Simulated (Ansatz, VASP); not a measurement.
# One calculation of SiC3, two programs

```
CELL_PARAMETERS angstrom
2.79640 0.00000 0.00000
0.00000 2.79640 0.00000
0.00000 0.00000 4.09004
ATOMIC_POSITIONS crystal
C 0.50000 0.00000 0.78627
C 0.50000 0.50000 0.00000
C 0.00000 0.50000 0.21373
Si 0.00000 0.00000 0.50000
```

Alike in both runs: task single point; functional HSE06; k mesh 6 × 6 × 4; no spin polarisation.

|  | VASP | Ansatz |
| --- | --- | --- |
| version | VASP 6.6.1 | Ansatz 0.2.0 |
| potentials or method | VASP PAW PBE potentials, release 64 (C, Si) | plane waves, PAW |
| plane-wave cutoff (eV) | 520 | 420 |
| occupations | gaussian, width 0.01 eV | fixed |
| valence electrons in the cell | 16 | 16 |

|  | VASP | Ansatz | Ansatz less VASP |
| --- | --- | --- | --- |
| gap on the k mesh at the Fermi level (eV) | 2.61 | 2.61 | -0.001 |
| pressure (GPa) | -3.4 | -3.2 | +0.22 |
| largest component of the traceless stress (GPa) | 0.18 | 0.03 | -0.153 |
| rms of the force components (eV/Å) | 0.101 | 0.120 | +0.0191 |

Atom by atom the forces differ by 0.019 eV/Å (rms over components). Ansatz warned: «stress_exchange_threshold_loose».

Caveats: the PAW data sets were made with another functional, which shifts forces and pressure a little (VASP). A k mesh can miss the band edges.
